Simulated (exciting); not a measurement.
# In (Im-3m) in exciting: equation of state

Aim: energy against volume of In in PBE, for its equilibrium volume and stiffness.

All numbers are computed with exciting (release sodium); they aren't measurements. Logs are shortened: lines on timing, memory, paths and dates and some standing lists are left out, and cuts for length are marked.

### 1 The structure

It takes space group Im-3m (No. 229, cubic). Conventional cell: a = 3.765 Å, b = 3.765 Å, c = 3.765 Å, α = 90.00°, β = 90.00°, γ = 90.00°. In (site symmetry m-3m) has 8 In at 3.26 Å as nearest neighbours.

This isn't the form of In at room conditions, which is tetragonal.

### 2 Equation of state, PBE, 25.08 Å³/atom (volume scaled by 0.94)

The input, input.xml:

```xml
<input>
  <title>In</title>
  <structure speciespath="./" tshift="false">
    <crystal scale="1">
      <basevect>-3.484835583250 3.484835583250 3.484835583250</basevect>
      <basevect>3.484835583250 -3.484835583250 3.484835583250</basevect>
      <basevect>3.484835583250 3.484835583250 -3.484835583250</basevect>
    </crystal>
    <species speciesfile="In.xml" rmt="2.3">
      <atom coord="0.000000000000 0.000000000000 0.000000000000"/>
    </species>
  </structure>
  <groundstate do="fromscratch" ngridk="10 10 10" rgkmax="9" gmaxvr="14" lmaxapw="10" lmaxmat="10" lmaxvr="8" xctype="GGA_PBE" stype="Fermi Dirac" swidth="0.00183747" nempty="8" ValenceRelativity="iora*" epsengy="1e-06" epspot="1e-06" maxscl="80" outputlevel="normal"/>
</input>
```

Potentials or basis: all-electron LAPW+lo, shipped species files, valence relativity iora*.

Run with:

```console
$ OMP_NUM_THREADS=1 exciting_smp
```

INFO.OUT:

```text
================================================================================
EXCITING SODIUM started
[... 10 lines left out ...]

 Lattice vectors (cartesian) :
     -3.4848355833      3.4848355833      3.4848355833
      3.4848355833     -3.4848355833      3.4848355833
      3.4848355833      3.4848355833     -3.4848355833

 Reciprocal lattice vectors (cartesian) :
     -0.0000000000      0.9015038381      0.9015038381
      0.9015038381     -0.0000000000      0.9015038381
      0.9015038381      0.9015038381     -0.0000000000

 Unit cell volume                           :     169.2804750894
 Brillouin zone volume                      :       1.4653208724

 Species :    1 (In)
     parameters loaded from                 :    In.xml
     name                                   :    indium
     nuclear charge                         :     -49.00000000
     electronic charge                      :      49.00000000
     atomic mass                            :  209300.41010000
     muffin-tin radius                      :       2.30000000
     # of radial points in muffin-tin       :     400

     atomic positions (lattice) :
[... 7 lines left out ...]
 Number of crystal symmetries               :      48

 k-point grid                               :      10   10   10
 Total number of k-points                   :      47
 k-point set is reduced with crystal symmetries

 R^MT_min * |G+k|_max (rgkmax)              :       9.00000000
 Species with R^MT_min                      :       1 (In)
 Maximum |G+k| for APW functions            :       3.91304348
 Maximum |G| for potential and density      :      14.00000000

 G-vector grid sizes                        :      27    27    27
 Total number of G-vectors                  :    7803

 Maximum angular momentum used for
     APW functions                          :      10
     computing H and O matrix elements      :      10
     potential and density                  :       8
     inner part of muffin-tin               :       2

 Total nuclear charge                       :     -49.00000000
 Total electronic charge                    :      49.00000000
 Total core charge                          :      30.00000000
 Total valence charge                       :      19.00000000

 Number of empty states                     :       8
 Total number of valence states             :      18

 Maximum Hamiltonian size                   :     195
 Maximum number of plane-waves              :     178
 Total number of local-orbitals             :      17

 Exchange-correlation type                  :      20
[... 23 lines left out ...]
+ SCF iteration number :    1                                                  +
++++++++++++++++++++++++++++++++++++++++++++++++++++++++++++++++++++++++++++++++
 Total energy                               :     -5880.92292891
 _______________________________________________________________
 Fermi energy                               :         0.26604600
 Kinetic energy                             :      6182.74155160
 Coulomb energy                             :    -11903.66703013
 Exchange energy                            :      -157.35775883
 Correlation energy                         :        -2.63969154

 DOS at Fermi energy (states/Ha/cell)       :        15.38146140

 Electron charges :
     core                                   :        30.00000000
     core leakage                           :         0.00070503
     valence                                :        19.00000000
     interstitial                           :         2.34422199
     charge in muffin-tin spheres :
                  atom     1    In          :        46.65577801
     total charge in muffin-tins            :        46.65577801
     total charge                           :        49.00000000

++++++++++++++++++++++++++++++++++++++++++++++++++++++++++++++++++++++++++++++++
+ SCF iteration number :    2                                                  +
++++++++++++++++++++++++++++++++++++++++++++++++++++++++++++++++++++++++++++++++
 Total energy                               :     -5882.18656854
 _______________________________________________________________
 Fermi energy                               :         0.26273186
 Kinetic energy                             :      6181.91296367
 Coulomb energy                             :    -11904.07502829
 Exchange energy                            :      -157.38450523
 Correlation energy                         :        -2.63999869

 DOS at Fermi energy (states/Ha/cell)       :        15.95681457

 Electron charges :
     core                                   :        30.00000000
     core leakage                           :         0.00069894
     valence                                :        19.00000000
     interstitial                           :         2.33432115
     charge in muffin-tin spheres :
                  atom     1    In          :        46.66567885
     total charge in muffin-tins            :        46.66567885
     total charge                           :        49.00000000

 RMS change in effective potential (target) :  0.353603E-01  ( 0.100000E-05)
 Absolute change in total energy   (target) :   1.26364      ( 0.100000E-05)
 Charge distance                   (target) :  0.732406E-03  ( 0.100000E-04)

++++++++++++++++++++++++++++++++++++++++++++++++++++++++++++++++++++++++++++++++
+ SCF iteration number :    3                                                  +
++++++++++++++++++++++++++++++++++++++++++++++++++++++++++++++++++++++++++++++++
 Total energy                               :     -5882.74814875
 _______________________________________________________________
 Fermi energy                               :         0.26016285
 Kinetic energy                             :      6181.44965006
 Coulomb energy                             :    -11904.16301431
 Exchange energy                            :      -157.39464055
 Correlation energy                         :        -2.64014396

 DOS at Fermi energy (states/Ha/cell)       :        16.29982152

 Electron charges :
     core                                   :        30.00000000
     core leakage                           :         0.00069580
     valence                                :        19.00000000
     interstitial                           :         2.32911605
     charge in muffin-tin spheres :
                  atom     1    In          :        46.67088395
     total charge in muffin-tins            :        46.67088395
     total charge                           :        49.00000000
[... 221 lines left out ...]
++++++++++++++++++++++++++++++++++++++++++++++++++++++++++++++++++++++++++++++++
+ SCF iteration number :   12                                                  +
++++++++++++++++++++++++++++++++++++++++++++++++++++++++++++++++++++++++++++++++
 Total energy                               :     -5883.25946429
 _______________________________________________________________
 Fermi energy                               :         0.25362818
 Kinetic energy                             :      6180.83741263
 Coulomb energy                             :    -11904.05706746
 Exchange energy                            :      -157.39955261
 Correlation energy                         :        -2.64025685

 DOS at Fermi energy (states/Ha/cell)       :        16.73000874

 Electron charges :
     core                                   :        30.00000000
     core leakage                           :         0.00069214
     valence                                :        19.00000000
     interstitial                           :         2.32393513
     charge in muffin-tin spheres :
                  atom     1    In          :        46.67606487
     total charge in muffin-tins            :        46.67606487
     total charge                           :        49.00000000

 RMS change in effective potential (target) :  0.488605E-09  ( 0.100000E-05)
 Absolute change in total energy   (target) :  0.522658E-06  ( 0.100000E-05)
 Charge distance                   (target) :  0.375400E-09  ( 0.100000E-04)

++++++++++++++++++++++++++++++++++++++++++++++++++++++++++++++++++++++++++++++++
+ SCF iteration number :   13                                                  +
++++++++++++++++++++++++++++++++++++++++++++++++++++++++++++++++++++++++++++++++
 Total energy                               :     -5883.25946433
 _______________________________________________________________
 Fermi energy                               :         0.25362818
 Kinetic energy                             :      6180.83741261
 Coulomb energy                             :    -11904.05706748
 Exchange energy                            :      -157.39955261
 Correlation energy                         :        -2.64025685

 DOS at Fermi energy (states/Ha/cell)       :        16.73000862

 Electron charges :
     core                                   :        30.00000000
     core leakage                           :         0.00069214
     valence                                :        19.00000000
     interstitial                           :         2.32393513
     charge in muffin-tin spheres :
                  atom     1    In          :        46.67606487
     total charge in muffin-tins            :        46.67606487
     total charge                           :        49.00000000

 RMS change in effective potential (target) :  0.874642E-10  ( 0.100000E-05)
 Absolute change in total energy   (target) :  0.454074E-07  ( 0.100000E-05)
 Charge distance                   (target) :  0.250614E-10  ( 0.100000E-04)

++++++++++++++++++++++++++++++++++++++++++++++++++++++++++++++++++++++++++++++++
| Convergency criteria checked for the last 2 iterations                       +
| Convergence targets achieved. Performing final SCF iteration                 +
++++++++++++++++++++++++++++++++++++++++++++++++++++++++++++++++++++++++++++++++
 Total energy                               :     -5883.25946449
 _______________________________________________________________
 Fermi energy                               :         0.25362818
 Kinetic energy                             :      6180.83741255
 Coulomb energy                             :    -11904.05706758
 Exchange energy                            :      -157.39955262
 Correlation energy                         :        -2.64025685

 DOS at Fermi energy (states/Ha/cell)       :        16.73000839

 Electron charges :
     core                                   :        30.00000000
     core leakage                           :         0.00069214
     valence                                :        19.00000000
     interstitial                           :         2.32393513
     charge in muffin-tin spheres :
                  atom     1    In          :        46.67606487
     total charge in muffin-tins            :        46.67606487
     total charge                           :        49.00000000

++++++++++++++++++++++++++++++++++++++++++++++++++++++++++++++++++++++++++++++++
[... 12 lines left out ...]
| EXCITING SODIUM stopped                                                      =
================================================================================
```

Wall time 21 s (1 thread of Intel Xeon Platinum 8375C at 2.90GHz (Ice Lake), shared host); peak memory 0.11 GiB.

Results:

* Free energy: -160091.6504 eV
* Band gap on the k mesh: none (metal or under the smearing width)
* All electrons inside the program's atomic spheres: In 46.68 (radii In 2.3 bohr)

Caveat: the log's total energy holds no entropy term; the free energy is that total less TS from the occupations.

### 3 Equation of state, PBE, 25.62 Å³/atom (volume scaled by 0.96)

input.xml: that of step 2 with these lines changed.

```diff
@@ -4,5 +4,5 @@
     <crystal scale="1">
-      <basevect>-3.484835583250 3.484835583250 3.484835583250</basevect>
-      <basevect>3.484835583250 -3.484835583250 3.484835583250</basevect>
-      <basevect>3.484835583250 3.484835583250 -3.484835583250</basevect>
+      <basevect>-3.509377487422 3.509377487422 3.509377487422</basevect>
+      <basevect>3.509377487422 -3.509377487422 3.509377487422</basevect>
+      <basevect>3.509377487422 3.509377487422 -3.509377487422</basevect>
     </crystal>
```

Potentials or basis: all-electron LAPW+lo, shipped species files, valence relativity iora*.

Run with:

```console
$ OMP_NUM_THREADS=1 exciting_smp
```

It took 22 s on 1 thread of Intel Xeon Platinum 8375C at 2.90GHz (Ice Lake), shared host; peak memory 0.11 GiB.

It converged, with:

```
Free energy                                       : -160091.6634 eV
Band gap on the k mesh                            : none (metal or under the smearing width)
All electrons inside the program's atomic spheres : In 46.67 (radii In 2.3 bohr)
```

Caveat: the log's total energy holds no entropy term; the free energy is that total less TS from the occupations.

### 4 Equation of state, PBE, 26.15 Å³/atom (volume scaled by 0.98)

input.xml: that of step 3 with these lines changed.

```diff
@@ -4,5 +4,5 @@
     <crystal scale="1">
-      <basevect>-3.509377487422 3.509377487422 3.509377487422</basevect>
-      <basevect>3.509377487422 -3.509377487422 3.509377487422</basevect>
-      <basevect>3.509377487422 3.509377487422 -3.509377487422</basevect>
+      <basevect>-3.533580855663 3.533580855663 3.533580855663</basevect>
+      <basevect>3.533580855663 -3.533580855663 3.533580855663</basevect>
+      <basevect>3.533580855663 3.533580855663 -3.533580855663</basevect>
     </crystal>
```

Run with:

```console
$ OMP_NUM_THREADS=1 exciting_smp
```

Run time: 27 s. Hardware: 1 thread of Intel Xeon Platinum 8375C at 2.90GHz (Ice Lake), shared host; peak memory 0.1 GiB.

Results (log left out):

- Free energy: -160091.6724 eV
- Band gap on the k mesh: none (metal or under the smearing width)
- All electrons inside the program's atomic spheres: In 46.66 (radii In 2.3 bohr)

Caveat: the log's total energy holds no entropy term; the free energy is that total less TS from the occupations.

### 5 Equation of state, PBE, 26.69 Å³/atom

input.xml: that of step 4 with these lines changed.

```diff
@@ -4,5 +4,5 @@
     <crystal scale="1">
-      <basevect>-3.533580855663 3.533580855663 3.533580855663</basevect>
-      <basevect>3.533580855663 -3.533580855663 3.533580855663</basevect>
-      <basevect>3.533580855663 3.533580855663 -3.533580855663</basevect>
+      <basevect>-3.557457126295 3.557457126295 3.557457126295</basevect>
+      <basevect>3.557457126295 -3.557457126295 3.557457126295</basevect>
+      <basevect>3.557457126295 3.557457126295 -3.557457126295</basevect>
     </crystal>
```

Run with:

```console
$ OMP_NUM_THREADS=1 exciting_smp
```

Run time: 23 s. Hardware: 1 thread of Intel Xeon Platinum 8375C at 2.90GHz (Ice Lake), shared host; peak memory 0.11 GiB.

The run converged. Its results:

```yaml
Free_energy: -160091.6790 eV
Band_gap_on_the_k_mesh: none (metal or under the smearing width)
All_electrons_inside_the_program's_atomic_spheres: In 46.66 (radii In 2.3 bohr)
```

Caveat: the log's total energy holds no entropy term; the free energy is that total less TS from the occupations.

### 6 Equation of state, PBE, 27.22 Å³/atom (volume scaled by 1.02)

input.xml: that of step 5 with these lines changed.

```diff
@@ -4,5 +4,5 @@
     <crystal scale="1">
-      <basevect>-3.557457126295 3.557457126295 3.557457126295</basevect>
-      <basevect>3.557457126295 -3.557457126295 3.557457126295</basevect>
-      <basevect>3.557457126295 3.557457126295 -3.557457126295</basevect>
+      <basevect>-3.581017131608 3.581017131608 3.581017131608</basevect>
+      <basevect>3.581017131608 -3.581017131608 3.581017131608</basevect>
+      <basevect>3.581017131608 3.581017131608 -3.581017131608</basevect>
     </crystal>
```

Potentials or basis: all-electron LAPW+lo, shipped species files, valence relativity iora*.

Run with:

```console
$ OMP_NUM_THREADS=1 exciting_smp
```

Wall time 23 s (1 thread of Intel Xeon Platinum 8375C at 2.90GHz (Ice Lake), shared host); peak memory 0.11 GiB.

It converged, with:

* Free energy: -160091.6825 eV
* Band gap on the k mesh: none (metal or under the smearing width)
* All electrons inside the program's atomic spheres: In 46.65 (radii In 2.3 bohr)

Caveat: the log's total energy holds no entropy term; the free energy is that total less TS from the occupations.

### 7 Equation of state, PBE, 27.75 Å³/atom (volume scaled by 1.04)

input.xml: that of step 6 with these lines changed.

```diff
@@ -4,5 +4,5 @@
     <crystal scale="1">
-      <basevect>-3.581017131608 3.581017131608 3.581017131608</basevect>
-      <basevect>3.581017131608 -3.581017131608 3.581017131608</basevect>
-      <basevect>3.581017131608 3.581017131608 -3.581017131608</basevect>
+      <basevect>-3.604271141127 3.604271141127 3.604271141127</basevect>
+      <basevect>3.604271141127 -3.604271141127 3.604271141127</basevect>
+      <basevect>3.604271141127 3.604271141127 -3.604271141127</basevect>
     </crystal>
```

Run with:

```console
$ OMP_NUM_THREADS=1 exciting_smp
```

Run time: 27 s. Hardware: 1 thread of Intel Xeon Platinum 8375C at 2.90GHz (Ice Lake), shared host; peak memory 0.11 GiB.

It converged, with:

| Quantity | Value |
| --- | --- |
| Free energy | -160091.6836 eV |
| Band gap on the k mesh | none (metal or under the smearing width) |
| All electrons inside the program's atomic spheres | In 46.65 (radii In 2.3 bohr) |

Caveat: the log's total energy holds no entropy term; the free energy is that total less TS from the occupations.

### 8 Equation of state, PBE, 28.29 Å³/atom (volume scaled by 1.06)

input.xml: that of step 7 with these lines changed.

```diff
@@ -4,5 +4,5 @@
     <crystal scale="1">
-      <basevect>-3.604271141127 3.604271141127 3.604271141127</basevect>
-      <basevect>3.604271141127 -3.604271141127 3.604271141127</basevect>
-      <basevect>3.604271141127 3.604271141127 -3.604271141127</basevect>
+      <basevect>-3.627228901117 3.627228901117 3.627228901117</basevect>
+      <basevect>3.627228901117 -3.627228901117 3.627228901117</basevect>
+      <basevect>3.627228901117 3.627228901117 -3.627228901117</basevect>
     </crystal>
```

Run with:

```console
$ OMP_NUM_THREADS=1 exciting_smp
```

It took 22 s on 1 thread of Intel Xeon Platinum 8375C at 2.90GHz (Ice Lake), shared host; peak memory 0.11 GiB.

The run converged. Its results:

```
Free energy                                       : -160091.6826 eV
Band gap on the k mesh                            : none (metal or under the smearing width)
All electrons inside the program's atomic spheres : In 46.64 (radii In 2.3 bohr)
```

Caveat: the log's total energy holds no entropy term; the free energy is that total less TS from the occupations.

### 9 Equation of state, PBE

Potentials or basis: all-electron LAPW+lo, shipped species files, valence relativity iora*.

This step only gathers the single runs of the series.

What came out:

* Equilibrium volume: 27.76 Å³/atom
* Bulk modulus: 34 GPa
* Pressure derivative of the bulk modulus: 4.9 (rough: it moves with the points fitted)

Energy against volume, from the lowest point:
| volume (Å³/atom) | energy (meV/atom) |
| --- | --- |
| 25.085 | 33.21 |
| 25.618 | 20.21 |
| 26.152 | 11.24 |
| 26.686 | 4.63 |
| 27.220 | 1.06 |
| 27.753 | 0.00 |
| 28.287 | 0.96 |
